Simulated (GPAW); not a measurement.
# Cu (P-1) in GPAW: reference runs

Aim: a first look at Cu with PBE, on the cell as given.

Program: GPAW 26.7.0. These are calculated values, not measurements. Logs are shortened: lines on timing, memory, paths and dates and some standing lists are left out, and cuts for length are marked. The log counts tension as positive stress, the text compression.

**1. The cell of the first run**

The typed cell holds 2 atoms: a = 2.482 Å, b = 2.491 Å, c = 3.974 Å, α = 88.43°, β = 94.71°, γ = 111.04°.

This isn't the form of Cu at room conditions, which is fcc.

**2. Single point, PBE (cell sheared at random, sigma 0.03, atoms nudged by 0.01 Å)**

run.py reads:

```python
from ase import Atoms
from ase.dft.bandgap import bandgap
from ase.io import write
from ase.units import Bohr, GPa
from gpaw import GPAW, PW
from gpaw.elf import elf_from_dft_calculation

atoms = Atoms(['Cu', 'Cu'],
              cell=[[-1.51749134, 1.37563293, 1.40265018],
                    [1.4751075, -1.42709456, 1.41216805],
                    [2.90275295, 2.7128816, -0.09839506]],
              scaled_positions=[[0.99684023, 0.99964983, 0.00077234],
                                [0.50315977, 0.50035017, 0.49922766]],
              pbc=True)

calc = GPAW(mode=PW(600),
            xc='PBE',
            kpts={'size': (11, 11, 7), 'gamma': True},
            occupations={'name': 'fermi-dirac', 'width': 0.05},
            nbands=23,
            convergence={'density': 1e-05, 'energy': 1e-05},
            maxiter=150,
            txt='gpaw.txt')
atoms.calc = calc
energy = atoms.get_potential_energy()
forces = atoms.get_forces()
stress = atoms.get_stress()
calc.write('gs.gpw')
write('result.traj', atoms)
print(f'Energy: {energy:.6f} eV')
print('Forces (eV/A):')
print(forces.round(4))
print('Stress (GPa):', (stress / GPa).round(3))
print('Fermi level:', round(calc.get_fermi_level(), 4), 'eV')
print(f'Gap: {bandgap(calc)[0]:.4f} eV, direct: {bandgap(calc, direct=True)[0]:.4f} eV')

# fields on the real-space grid
write('density.cube', atoms, data=calc.get_pseudo_density() * Bohr**3)
write('potential.cube', atoms, data=calc.get_electrostatic_potential())
write('elf.cube', atoms, data=elf_from_dft_calculation(calc).data)
```

Potentials or basis: GPAW PAW data sets (gpaw-data 1.2.1), pw.

Run with:

```
> OMP_NUM_THREADS=1 python run.py
```

gpaw.txt:

```text
__  _  _
 | _ |_)|_||  |
 |__||  | ||/\| - 26.7.0

Input parameters:
  mode=PW(ecut=600.0),
  convergence={'density': 1e-05, 'energy': 1e-05},
  kpts=MonkhorstPack(size=(11, 11, 7), gamma=True),
  maxiter=150,
  nbands=23,
  occupations=Occupations(name='fermi-dirac', width=0.05),
  xc=XC(name='PBE')

Diagonalizing LCAO Hamiltonian
Converting LCAO to pw mode

       Cu

           Cu

Atoms  # Å, Bohr magnetons
|   | symbol |         x |         y |        z |    initial magnetic moments |
|---|--------|-----------|-----------|----------|-----------------------------|
| 0 |     Cu | -0.035864 | -0.053213 | 2.809816 | ( 0.0000,  0.0000,  0.0000) |
| 1 |     Cu |  1.423664 |  1.332462 | 1.363214 | ( 0.0000,  0.0000,  0.0000) |

Unit cell  # Å
| periodic |         x |         y |         z |  lengths |     angles |
|----------|-----------|-----------|-----------|----------|------------|
|      yes | -1.517491 |  1.375633 |  1.402650 | 2.482453 |  88.429408 |
|      yes |  1.475108 | -1.427095 |  1.412168 | 2.491337 |  94.714989 |
|      yes |  2.902753 |  2.712882 | -0.098395 | 3.974341 | 111.044376 |

Number of symmetries: 1
Symmetry operations  # r_c * U_cc + t_c -> r_c
|   | kind |            matrix            |
|---|------|------------------------------|
| 0 |  E   |  1, 0, 0,  0, 1, 0,  0, 0, 1 |

BZ-sampling:
  Number of BZ points: 847
  Number of IBZ points: 424

  Monkhorst-Pack size: [11, 11, 7]
  Monkhorst-Pack shift: [0, 0, 0]

K-points  # in reciprocal-cell coordinates
|     |                                coordinates |     weight |
|-----|--------------------------------------------|------------|
|   0 | (  0.00000000,   0.00000000,   0.00000000) | 0.00118064 |
|   1 | (  0.00000000,   0.00000000,   0.14285714) | 0.00236128 |
|   2 | (  0.00000000,   0.00000000,   0.28571429) | 0.00236128 |
|   3 | (  0.00000000,   0.00000000,   0.42857143) | 0.00236128 |
|   4 | (  0.00000000,   0.09090909,  -0.42857143) | 0.00236128 |
|   5 | (  0.00000000,   0.09090909,  -0.28571429) | 0.00236128 |
|   6 | (  0.00000000,   0.09090909,  -0.14285714) | 0.00236128 |
|   7 | (  0.00000000,   0.09090909,   0.00000000) | 0.00236128 |
|   8 | (  0.00000000,   0.09090909,   0.14285714) | 0.00236128 |
|   9 | (  0.00000000,   0.09090909,   0.28571429) | 0.00236128 |
| ... |                                            |            |
| 423 | (  0.45454545,   0.45454545,   0.42857143) | 0.00236128 |

Plane wave coefficients: 779
Cutoff: 600.0 eV

Spin-components: 1 (collinear spins)
Bands:           23
Projectors:      12
Spin-degeneracy: 2
Datatype:        complex128

Parallelization:
  kpt:    1
  domain: 1
  band:   1

Density:
  Valence electrons: 22.0
  Components: 1
  Grid points: [15 15 24]
  Charge: 0.0  # |e|

Potential:
  Grid points: [15 15 24]

species:
  Cu:
    name:    Copper
    Z:       29.0
    valence: 11
    core:    18
    charge:  0.0  # [|e|]
    compensation charges:
      type: gauss
      rc: 0.33  # [Å]
      lmax: 2
    cutoffs:
      filter: 2.06  # [Å]
      core: 2.43  # [Å]
    projectors
    | kind |    occ | energy [eV] | rcut [Å] |
    |------|--------|-------------|----------|
    |   4s |  1.000 |      -4.609 |    1.164 |
    |   4p |  0.000 |      -0.698 |    1.164 |
    |   3d | 10.000 |      -5.039 |    1.058 |
    |    s |        |      22.603 |    1.164 |
    |    p |        |      26.513 |    1.164 |
    |    d |        |      22.172 |    1.058 |

    Using partial waves for Cu as LCAO basis

Reference energy: -90042.903682  # eV

eigensolver:
  PPCG
  Converge bands: occupied
  niter=2

density mixing:
  MSR1-Mixer
  Pratt-step length: 0.05
  Maximum mixing coefficient: 0.75
  Old densities: 10
  SVD Regularization: 0.005
  Good broyden scale: 1.0
  Trust region scale: 1.0
  Backstep threshold: 4.0
  History deletion threshold: 6.0
  Fourier metric: weight=20.0, sigma=0.015

occupation numbers:
  Fermi-Dirac:
    width: 0.0500  # eV

poisson solver:
  ecut: 4800.0  # eV

xc functional:
  name: PBE with 2 nearest neighbor stencil

convergence criteria:
- Maximum integral of absolute [dens]ity change: 1e-05 electrons / valence electron
- Maximum [total energy] change in last 3 cyles: 1e-05 eV / valence electron
- Maximum integral of absolute [eigenst]ate change: 4e-08 eV^2 / valence electron
maximum number of iterations: 150

SCF iterations
|iter     | |      energy | eigst |  dens |
|---------|-|-------------|-------|-------|
|iter:   1| |   -9.132015 | -0.25 |       |
|iter:   2| |   -8.413558 | -2.67 | -0.90 |
|iter:   3| |   -7.258351 | -1.66 | -1.00 |
|iter:   4| |   -7.237772 | -3.96 | -1.83 |
|iter:   5| |   -7.223109 | -3.36 | -1.96 |
|iter:   6| |   -7.223130 | -6.10 | -3.54 |
|iter:   7| |   -7.223130c| -6.65 | -3.51 |
|iter:   8| |   -7.223124c| -6.24 | -3.60 |
|iter:   9| |   -7.223124c| -8.11c| -4.48 |
|iter:  10| |   -7.223124c| -9.08c| -5.38c|

Converged in 10 steps
Energy contributions relative to reference atoms: (reference = -90042.903682)

Energy contributions:
  Kinetic:         -20.607586
  Coulomb:          16.063892
  Zero:              0.108059
  External:          0.000000
  Xc:               -2.785505
  Entropy:          -0.003969
  Spinorbit:         0.000000
  ----------------------------
  Free energy:      -7.225109
  Extrapolated:     -7.223124

dipole moment: (-6.385877, -6.021037, 6.335131)  # |e|*Ang

Fermi level: 8.468
Eigenvalues  # (at kpt = [0.000, 0.000, 0.000])
| band index |      eig [eV] | occ [0-2] |
|------------|---------------|-----------|
|          0 |        -1.145 |     2.000 |
|        ... |               |           |
|          4 |         5.338 |     2.000 |
|          5 |         5.473 |     2.000 |
|          6 |         6.133 |     2.000 |
|          7 |         6.220 |     2.000 |
|          8 |         6.457 |     2.000 |
|          9 |         6.462 |     2.000 |
[... 8 lines left out ...]
|         18 |        34.222 |     0.000 |
|         19 |        34.619 |     0.000 |
|        ... |               |           |
|         22 |        37.580 |     0.000 |

No gap
No difference between direct/indirect transitions

Forces  # eV/Ang
|        x |        y |        z |
|----------|----------|----------|
| -0.03208 | -0.03615 |  0.03035 |  # Cu   0
|  0.03209 |  0.03614 | -0.03036 |  # Cu   1

Stress tensor  # eV/Ang^3
|         x |         y |         z |
|-----------|-----------|-----------|
| -0.066072 | -0.027231 | -0.028843 |
| -0.027231 | -0.056660 | -0.028859 |
| -0.028843 | -0.028859 | -0.061103 |

# Writing to gs.gpw (mode='')
```

stdout:

```text
Energy: -7.223124 eV
Forces (eV/A):
[[-0.0321 -0.0361  0.0303]
 [ 0.0321  0.0361 -0.0304]]
Stress (GPa): [-10.586  -9.078  -9.79   -4.624  -4.621  -4.363]
Fermi level: 8.4676 eV
Gap: 0.0000 eV, direct: 0.0000 eV
```

It took 2.3 min on 1 thread of Arm Neoverse V1, shared host; peak memory 0.3 GiB.

Results:

```yaml
Free_energy: -7.2251 eV
Pressure: 9.8 GPa
Largest_force: 0.057 eV/Å
Band_gap_on_the_k_mesh: none (metal or under the smearing width)
```

Forces in eV/Å, atoms in the order of the input:
```
Cu  -0.032 -0.036  0.030
Cu   0.032  0.036 -0.030
```

Stress tensor (GPa, compression positive):
```
10.59  4.36  4.62
 4.36  9.08  4.62
 4.62  4.62  9.79
```

Caveat: with this Cu data set, volumes or pressures lay over 1.5 % or 2 GPa off other programs in two to four cells of ten.
